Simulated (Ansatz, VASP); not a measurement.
NaCl: VASP beside Ansatz

The input INCAR:

```
ALGO = Normal ; EDIFF = 1E-6
ENCUT = 520 ; GGA = PS
ISIF = 2 ; ISMEAR = -1
LASPH = True ; LCHARG = False
LREAL = False ; LWAVE = False
NBANDS = 14 ; NELM = 60
PREC = Accurate ; SIGMA = 0.02
```

Contents of KPOINTS:

```
k-points
0
Gamma
  8 8 8
```

File POSCAR:

```
NaCl
1.0
    2.9160926721      0.0000000000      0.0000000000
    0.0000000000      2.9160926721      0.0000000000
    0.0000000000      0.0000000000      2.9160926721
Na Cl
1 1
Direct
    0.0000000000      0.0000000000      0.0000000000
    0.5000000000      0.5000000000      0.5000000000
```

Input for Ansatz:

```yaml
crystal:
  lattice:
    - [2.9160926721, 0.0, 0.0]
    - [0.0, 2.9160926721, 0.0]
    - [0.0, 0.0, 2.9160926721]
  atoms:
    - { symbol: Na, position: [0.0, 0.0, 0.0] }
    - { symbol: Cl, position: [0.5, 0.5, 0.5] }
kpoints:
  mp_grid: { grid: [8, 8, 8] }
  band_path:
    path:
      - [0.0, 0.0, 0.0]
      - [0.0, 0.5, 0.0]
      - [0.5, 0.5, 0.0]
      - [0.0, 0.0, 0.0]
      - [0.5, 0.5, 0.5]
      - [0.0, 0.5, 0.0]
      - [0.5, 0.5, 0.5]
      - [0.5, 0.5, 0.0]
    npoints: 5
scf:
  occupations: { method: fermi_dirac, width: 0.02 }
hamiltonian:
  xc: pbesol
  pseudopotentials: { kind: all_electron, lapw: { basis_error: 0.00025 } }
output:
  forces: true
  stress: true
  eigenvalues: true
```

Change from the starting cell: volume scaled by 1.06.

Alike in both runs: task single point; functional PBEsol; k mesh 8 × 8 × 8; occupations fermi-dirac, width 0.02 eV; no spin polarisation.

|  | VASP | Ansatz |
| --- | --- | --- |
| version | VASP 6.6.1 | Ansatz 0.2.0 |
| potentials or method | VASP PAW PBE potentials, release 64 (Na_pv, Cl) | all-electron LAPW, scalar-relativistic |
| plane-wave cutoff (eV) | 520 | see its input |

Ansatz gave:

* gap on the k mesh at the Fermi level (eV): 4.38
* pressure (GPa): 46.5

What did VASP give for the same quantities?

gap on the k mesh at the Fermi level (eV): 4.43; pressure (GPa): 47.0.

Ansatz ran all-electron here, so the differences hold the error of VASP's frozen core and of both bases.

Caveats: so large a pressure means that the cell lies far from this level's equilibrium, or that cutoff or potentials fall short (VASP); the potentials were made for another functional, which shifts forces and pressure (VASP). A k mesh can miss the band edges.
